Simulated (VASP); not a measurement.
# Sn (Pm-3m) in VASP: a series of runs, part 2 of 2

VASP 6.6.1. Earlier steps stand in the parts before.

### Step 3. Single point, LDA, non-collinear spin, zero start, spin-orbit coupling

Contents of INCAR:

```
ALGO = Normal
EDIFF = 1E-6
ENCUT = 520
GGA_COMPAT = F
ISIF = 2
ISMEAR = -1
LASPH = T
LCHARG = F
LORBIT = 11
LORBMOM = T
LREAL = F
LSORBIT = T
LWAVE = F
MAGMOM = 0 0 0
NBANDS = 25
NELM = 150
PREC = Accurate
SIGMA = 0.1
```

Contents of KPOINTS:

```
k-points
0
Gamma
  10 10 10
```

Contents of POSCAR:

```
Sn
1.0
    3.0013002013      0.0000000000      0.0000000000
    0.0000000000      3.0013002013      0.0000000000
    0.0000000000      0.0000000000      3.0013002013
Sn
1
Direct
    0.0000000000      0.0000000000      0.0000000000
```

Potentials or basis: VASP PAW LDA potentials, release 64 (Sn_d).

Command:

```
$ cat potpaw_LDA.64/Sn_d/POTCAR > POTCAR
$ mpirun -np 1 vasp_ncl > vasp.out
```

OUTCAR:

```text
EDIFF = 1E-6
   ENCUT = 520
   ISIF = 2
   ISMEAR = -1
   LASPH = T
   LORBIT = 11
   LREAL = F
   LSORBIT = T
   NELM = 150
   PREC = Accurate

 ion  position               nearest neighbor table
   1  0.000  0.000  0.000-

  LATTYP: Found a simple cubic cell.
 ALAT       =     3.0013002013

  Lattice vectors:

 A1 = (   3.0013002013,   0.0000000000,   0.0000000000)
 A2 = (   0.0000000000,   3.0013002013,   0.0000000000)
 A3 = (   0.0000000000,   0.0000000000,   3.0013002013)

Analysis of symmetry for initial positions (statically):
=====================================================================
 Subroutine PRICEL returns:
 Original cell was already a primitive cell.

 Routine SETGRP: Setting up the symmetry group for a
 simple cubic supercell.

 Subroutine GETGRP returns: Found 48 space group operations
 (whereof 48 operations were pure point group operations)
 out of a pool of 48 trial point group operations.

The static configuration has the point symmetry O_h .

Analysis of symmetry for dynamics (positions and initial velocities):
=====================================================================
 Subroutine PRICEL returns:
 Original cell was already a primitive cell.

 Routine SETGRP: Setting up the symmetry group for a
 simple cubic supercell.

 Subroutine GETGRP returns: Found 48 space group operations
 (whereof 48 operations were pure point group operations)
 out of a pool of 48 trial point group operations.

The dynamic configuration has the point symmetry O_h .

Analysis of structural, dynamic, and magnetic symmetry:
=====================================================================
 Subroutine PRICEL returns:
 Original cell was already a primitive cell.

 Routine SETGRP: Setting up the symmetry group for a
 simple cubic supercell.

 Subroutine GETGRP returns: Found 48 space group operations
 (whereof 48 operations were pure point group operations)
 out of a pool of 48 trial point group operations.

The overall configuration has the point symmetry O_h .

 Subroutine INISYM returns: Found 48 space group operations
 (whereof 48 operations are pure point group operations),
 and found     1 'primitive' translations

----------------------------------------------------------------------------------------

                                     Primitive cell

  volume of cell :      27.0351

  direct lattice vectors                    reciprocal lattice vectors
     3.001300201  0.000000000  0.000000000     0.333188929  0.000000000  0.000000000
     0.000000000  3.001300201  0.000000000     0.000000000  0.333188929  0.000000000
     0.000000000  0.000000000  3.001300201     0.000000000  0.000000000  0.333188929

  length of vectors
     3.001300201  3.001300201  3.001300201     0.333188929  0.333188929  0.333188929

  position of ions in fractional coordinates (direct lattice)
     0.000000000  0.000000000  0.000000000

  ion indices of the primitive-cell ions
   primitive index   ion index
                 1           1

----------------------------------------------------------------------------------------

 KPOINTS: k-points

Automatic generation of k-mesh.
 Grid dimensions read from file:
 generate k-points for:   10   10   10
[... 92 lines left out ...]
   IVDW    =     0    specifies the selected vdW correction
   LEPSILON=     F    determine dielectric tensor
   LRPA    =     F    only Hartree local field effects (RPA)
  energy-cutoff  :      520.00
  volume of cell :       27.04
 maximum number of plane-waves:      1480
 NGX is ok and might be reduce to    24
   NGX = 11   NGY = 11   NGZ = 11

 number of electron      14.0000000 magnetization       0.0000000      0.0000000      0.0000000

 number of electron      14.0000003 magnetization       0.0000000      0.0000000     -0.0000000

 number of electron      14.0000003 magnetization      -0.0000000     -0.0000000      0.0000000

 Free energy of the ion-electron system (eV)
  ---------------------------------------------------
  ext. energy  EPLUGINS =         0.00000000
  ---------------------------------------------------
  free energy    TOTEN  =        -4.55125189 eV

  energy without entropy =       -4.54017660  energy(sigma->0) =       -4.54571424

 E-fermi :   7.6249     XC(G=0): -10.5189

 val. band max:        7.6000930452   @ k =   0.3000   0.3000   0.2000
 cond. band min:       7.6415600370   @ k =   0.4000   0.4000   0.4000
 fundamental gap:      0.0414669918
 Fermi energy:         7.6249325406

 k-point     1 :       0.0000    0.0000    0.0000
  band No.  band energies     occupation
      1     -14.3067      1.00000
      2     -14.3067      1.00000
      3     -14.3067      1.00000
      4     -14.3067      1.00000
      5     -13.2637      1.00000
      6     -13.2637      1.00000
[... 661 lines left out ...]
     24      21.1900      0.00000
     25      22.4416      0.00000

 [... further k-points ...]

------------------------ aborting loop because EDIFF is reached ----------------------------------------

  FORCE on cell =-STRESS in cart. coord.  units (eV):
  Direction    XX          YY          ZZ          XY          YZ          ZX
  --------------------------------------------------------------------------------------
  -------------------------------------------------------------------------------------
  Total       -0.0022096     -0.0022096     -0.0022096     -0.0000000     -0.0000000     -0.0000000
  in kB       -0.1309463     -0.1309463     -0.1309463     -0.0000000     -0.0000000     -0.0000000
  external PRESSURE =      -0.1309463 kB  Pullay stress =       0.0000000 kB

 VOLUME and BASIS-vectors are now :
 -----------------------------------------------------------------------------
  energy-cutoff  :      520.00
  volume of cell :       27.04
      direct lattice vectors                 reciprocal lattice vectors
     3.001300201  0.000000000  0.000000000     0.333188929  0.000000000  0.000000000
     0.000000000  3.001300201  0.000000000     0.000000000  0.333188929  0.000000000
     0.000000000  0.000000000  3.001300201     0.000000000  0.000000000  0.333188929

 POSITION                                       TOTAL-FORCE (eV/Angst)
 -----------------------------------------------------------------------------------
      0.00000      0.00000      0.00000         0.000000      0.000000      0.000000
 -----------------------------------------------------------------------------------
    total drift:                                0.000000     -0.000000      0.000000

  FREE ENERGIE OF THE ION-ELECTRON SYSTEM (eV)
  ---------------------------------------------------
  free  energy   TOTEN  =        -4.5512518867 eV

  energy  without entropy=       -4.5401765957  energy(sigma->0) =       -4.54571424

 orbital moment (x)

 # of ion     p       d       tot
 ----------------------------------------
  1        -0.000   0.000  -0.000
 ----------------------------------------
           -0.000   0.000  -0.000

 orbital moment (y)

 # of ion     p       d       tot
 ----------------------------------------
  1        -0.000   0.000  -0.000
 ----------------------------------------
           -0.000   0.000  -0.000

 orbital moment (z)

 # of ion     p       d       tot
 ----------------------------------------
  1         0.000   0.000   0.000
 ----------------------------------------
            0.000   0.000   0.000

 Spin-Orbit-Coupling matrix elements

 Ion:    1  E_soc:     -0.1280680
 l=   1
     0.0000000    -0.0150267    -0.0150267
    -0.0150267     0.0000000    -0.0150267
    -0.0150267    -0.0150267     0.0000000
 l=   2
     0.0000000    -0.0012954     0.0000000    -0.0012954    -0.0050225
    -0.0012954     0.0000000    -0.0037669    -0.0012954    -0.0012556
     0.0000000    -0.0037669     0.0000000    -0.0037669     0.0000000
    -0.0012954    -0.0012954    -0.0037669     0.0000000    -0.0012556
    -0.0050225    -0.0012556     0.0000000    -0.0012556     0.0000000
 l=   3
     0.0000000     0.0000000     0.0000000     0.0000000     0.0000000     0.0000000     0.0000000
     0.0000000     0.0000000     0.0000000     0.0000000     0.0000000     0.0000000     0.0000000
     0.0000000     0.0000000     0.0000000     0.0000000     0.0000000     0.0000000     0.0000000
     0.0000000     0.0000000     0.0000000     0.0000000     0.0000000     0.0000000     0.0000000
     0.0000000     0.0000000     0.0000000     0.0000000     0.0000000     0.0000000     0.0000000
     0.0000000     0.0000000     0.0000000     0.0000000     0.0000000     0.0000000     0.0000000
     0.0000000     0.0000000     0.0000000     0.0000000     0.0000000     0.0000000     0.0000000

 total charge

# of ion       s       p       d       tot
------------------------------------------
    1        1.236   1.080   9.977  12.293

 magnetization (x)

# of ion       s       p       d       tot
------------------------------------------
    1       -0.000   0.000  -0.000  -0.000

 magnetization (y)

# of ion       s       p       d       tot
------------------------------------------
    1        0.000   0.000  -0.000   0.000

 magnetization (z)

# of ion       s       p       d       tot
------------------------------------------
    1       -0.000   0.000   0.000  -0.000
```

OSZICAR:

```text
N       E                     dE             d eps       ncg     rms          rms(c)
DAV:   1     0.115598151819E+03    0.11560E+03   -0.67883E+03  3006   0.174E+03
DAV:   2     0.935475725121E+01   -0.10624E+03   -0.10243E+03  2872   0.422E+02
DAV:   3    -0.410370566388E+01   -0.13458E+02   -0.13343E+02  3261   0.125E+02
DAV:   4    -0.455382313613E+01   -0.45012E+00   -0.44969E+00  3323   0.250E+01
DAV:   5    -0.457010909902E+01   -0.16286E-01   -0.16285E-01  4048   0.448E+00    0.196E+00
DAV:   6    -0.455665741810E+01    0.13452E-01   -0.13114E-02  3854   0.212E+00    0.109E+00
DAV:   7    -0.455177463792E+01    0.48828E-02   -0.44934E-03  3881   0.120E+00    0.633E-01
DAV:   8    -0.455135099983E+01    0.42364E-03   -0.36924E-04  4254   0.216E-01    0.706E-02
DAV:   9    -0.455125092558E+01    0.10007E-03   -0.21220E-04  3550   0.279E-01    0.199E-02
DAV:  10    -0.455125188667E+01   -0.96109E-06   -0.47976E-06  3279   0.307E-02
   1 F= -.45512519E+01 E0= -.45457142E+01  d E =-.110753E-01  mag=     0.0000     0.0000    -0.0000
```

Run time: 38 s. Hardware: 1 thread of Intel Xeon Platinum 8488C (Sapphire Rapids), shared host; peak memory 0.19 GiB.

Results:

* Free energy: -4.5513 eV
* Pressure: 0.0 GPa
* Net moment: 0.00 μB per cell
* Valence electrons inside the program's atomic spheres: Sn 12.29

Moments on the atoms (μB; x, y, z):
```
Sn  0.00 0.00 0.00
```

### Step 4. Single point, LDA

This run uses another cell than the first one, of 24.87 Å³/atom, 0.920 times its volume.

Contents of INCAR:

```
  PREC = Accurate
  ENCUT = 520
  EDIFF = 1E-6
  ISMEAR = -1
  SIGMA = 0.1
  LREAL = False
  LASPH = True
  NELM = 60
  ALGO = Normal
  ISIF = 2
  LWAVE = False
  LCHARG = True
  GGA = CA
  LELF = True
  LVHAR = True
  NBANDS = 13
```

Contents of KPOINTS:

```
regular mesh
0
Gamma
  12 12 12
```

Contents of POSCAR:

```
Sn
1.0
    2.9190310400      0.0000000000      0.0000000000
    0.0000000000      2.9190310400      0.0000000000
    0.0000000000      0.0000000000      2.9190310400
Sn
1
Direct
    0.0000000000      0.0000000000      0.0000000000
```

Command:

```
$ cat potpaw_LDA.64/Sn_d/POTCAR > POTCAR
$ mpirun -np 1 vasp_std > vasp.out
```

It took 9.7 s on 1 thread of Intel Xeon Platinum 8488C (Sapphire Rapids), shared host; peak memory 0.14 GiB.

Results (log left out):

```yaml
Free_energy: -4.4082 eV
Pressure: 6.3 GPa
Band_gap_on_the_k_mesh: none (metal or under the smearing width)
```

Levels at points of the mesh, in eV from the Fermi level:
```tsv
k point	band 5	band 6	band 7	band 8	band 9	band 10
(0.00, 0.00, 0.00)	-21.22	-11.93	5.80	5.80	5.80	9.35
(0.50, 0.00, 0.00)	-21.21	-8.26	-5.48	8.90	8.90	12.20
(0.50, 0.50, 0.00)	-21.04	-4.33	-2.66	-2.66	2.64	12.46
(0.50, 0.50, 0.50)	-21.03	0.07	0.07	0.07	0.36	6.06
```

### Step 5. The runs side by side

```tsv
spin	cell	k mesh	gap on the mesh (eV)	pressure (GPa)
off	Pm-3m, 27.04 Å³/atom	17 × 17 × 17	none	0.3
non-collinear, zero start, SOC	Pm-3m, 27.04 Å³/atom	10 × 10 × 10	-	0.0
off	Pm-3m, 24.87 Å³/atom	12 × 12 × 12	none	6.3
```

Alike in all rows: task single point; level LDA; potentials or basis VASP PAW LDA potentials, release 64 (Sn_d); cutoff (eV) 520; smearing fermi-dirac 0.1 eV.

Absolute energies hang on the potentials; compare differences alone.
